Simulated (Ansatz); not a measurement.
Computed with Ansatz, DFT PBE, scalar-relativistic, plane waves, PAW. All cells share a 420 eV cutoff and Γ-centred k meshes spaced at most 0.3 Å⁻¹ (0.19 for metals, 2π included).

These are static lattice energies at zero pressure. Larger cells and other orderings weren't all tried, so the list isn't exhaustive. For metals, differences of a few meV/atom aren't resolved. No dispersion correction is applied, so the spacing between layers, chains or molecules is poorly fixed, and with it the volume and density (Cl Cmce, Cl P6_3/mmc). No run is spin-polarised.

17 distinct structures were compared, and only named types are asked about.

(1) Which is lower for Cl, the lonsdaleite or the iodine structure, and by how much?

Answers

(1) The iodine structure, by 19 meV/atom. It takes 35.4 Å³/atom against 39.7.